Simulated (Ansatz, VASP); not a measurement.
**Li: VASP beside Ansatz**

File INCAR:

```
ALGO     = Normal         # electronic algorithm
EDIFF    = 1E-6           # SCF threshold, eV
ENCUT    = 520            # plane-wave cutoff, eV
GGA      = PS             # functional
ISIF     = 2              # what is computed and relaxed
ISMEAR   = -5             # smearing method
IVDW     = 13             # dispersion correction
LASPH    = T              # aspherical terms in the spheres
LCHARG   = T              # write CHGCAR
LELF     = T              # ELF
LREAL    = F              # projectors in reciprocal space
LVHAR    = T            
LWAVE    = F              # write WAVECAR
NBANDS   = 8              # bands
NELM     = 60             # most SCF steps
PREC     = Accurate       # precision mode
SIGMA    = 0.1            # smearing width, eV
```

The input KPOINTS:

```
k-points
0
Gamma
  10 10 10
```

POSCAR

```
Li
1.0
    0.0000000000      2.2020000000      2.2020000000
    2.2020000000      0.0000000000      2.2020000000
    2.2020000000      2.2020000000      0.0000000000
Li
1
Direct
    0.0000000000      0.0000000000      0.0000000000
```

Contents of input.yaml:

```yaml
crystal:
  lattice:
    - [0.0, 2.202, 2.202]
    - [2.202, 0.0, 2.202]
    - [2.202, 2.202, 0.0]
  atoms:
    - { symbol: Li, position: [0.0, 0.0, 0.0] }
hamiltonian:
  xc: pbesol
  pseudopotentials: { kind: paw }
  dispersion: d4
kpoints:
  mp_grid: { grid: [10, 10, 10] }
scf:
  occupations: { method: tetrahedron }
output:
  forces: true
  stress: true
  write_density: true
  write_potential: true
  elf: true
  volumetric_format: npy
```

This isn't the form of Li at room conditions, which is bcc.

Alike in both runs: functional PBEsol; dispersion D4; k mesh 10 × 10 × 10; occupations tetrahedron; no spin polarisation.

```csv
,VASP,Ansatz
version,VASP 6.6.1,Ansatz 0.2.0
potentials or method,"VASP PAW PBE potentials, release 64 (Li_sv)",Ansatz PAW
plane-wave cutoff (eV),520,420
valence electrons in the cell,3,3
task,single point,electron localisation function
```

```tsv
	VASP	Ansatz	Ansatz less VASP
gap on the k mesh at the Fermi level (eV)	none	none	-
dispersion energy (meV/atom)	-10.6	-10.6	-0.01
```

A gap of «none» marks a metal or a gap that the smearing closes.

Caveats: with tetrahedron occupations forces and stress needn't match the slope of the energy (Ansatz).
